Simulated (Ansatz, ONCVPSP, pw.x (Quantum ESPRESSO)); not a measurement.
# aluminium: does the ONCV potential hold in the solid?

* Element: aluminium
* Generator: ONCVPSP 4.0.1.1 (patched build)
* Type: optimised norm-conserving Vanderbilt (ONCV)
* Functional: PBE
* Relativity: scalar-relativistic
* Frozen core: [Ne]
* Valence charge: 3
* Reference configuration: 3s2 3p0.75 (charge +0.25)
* Partial waves: 3s: rc 1.65 bohr, ncon 4, nbas 8, qcut 3.3 1/bohr, 2 projectors, debl 1.4 Ha; 3p: rc 2.60 bohr, ncon 3, nbas 7, qcut 2.5 1/bohr, 1 projector; d scattering state at 0.04 Ha: rc 2.10 bohr, ncon 4, nbas 7, qcut 5.1 1/bohr, 2 projectors, debl 2.2 Ha
* Local potential: polynomial inside 1.10 bohr (lpopt 5, dvloc0 0 Ha)
* Core correction: Teter function, fcfact 3, rcfact 1.2

Atomic tests: cutoffs needed: 5.5 Ha and 13 Ha (the cutoffs (Ha) at which the residual kinetic energy of the hardest occupied pseudo-wave falls to 1 and 0.1 mHa per electron) The cutoffs count occupied waves only; projector 2 of the s channel, the hardest unoccupied one, needs 71 Ha at the loose tolerance.; ghost test: no bound ghost flagged; GHOST(+) flagged for s at 64.3 eV; largest excitation error: +23 meV (all-electron minus pseudo) for 3s0 3p3, out of 4 test configurations.

Crystal test: bcc Al in pw.x 7.5, no spin, 14³ k-points, Fermi–Dirac smearing 0.01 Ry, cutoffs 50/200 Ry. The reference is all-electron LAPW (Ansatz 0.2.0) with the same functional, mesh and smearing; V0 and B0 come from Birch–Murnaghan fits to the pressures at five volumes. Errors are pseudo minus all-electron; Δ is the rms difference of the E(V) curves that follow from these fits, minima aligned, over ±6 % about the mean V0. Mesh and smearing are coarse, so the numbers serve the comparison and aren't converged zero-temperature values; the lattice is a test structure that the element need not adopt.

All-electron: a0 = 3.237 Å (V0 = 16.96 Å³/atom), B0 = 68.4 GPa.

Problem. How far does the potential miss the all-electron equation of state?

Solution. mean pressure error (GPa): +0.26; a0 (Å): 3.241; a0 error (%): +0.12; B0 error (%): -0.2; Δ (meV/atom): 0.9.

| V (Å³/atom) | P all-electron (GPa) | P pseudo (GPa) |
| --- | --- | --- |
| 16.098 | 4.02 | 4.33 |
| 16.521 | 1.91 | 2.20 |
| 16.945 | 0.07 | 0.33 |
| 17.369 | -1.53 | -1.30 |
| 17.792 | -2.94 | -2.73 |

Problem. At the middle volume, how do free energy and pressure move when the wave cutoff is lowered (ecutrho kept at four times it)?

Solution.

| cutoff (Ry) | shift of F (meV/atom) | shift of P (GPa) |
| --- | --- | --- |
| 22 | +5.6 | -0.10 |
| 30 | +1.4 | -0.02 |
| 40 | +0.9 | -0.01 |

The run at the middle volume (104 k-points, 5 iterations) took about 8.7 s on one core of a shared host (Neoverse-N1, 64 threads, 124 GiB, load 51).
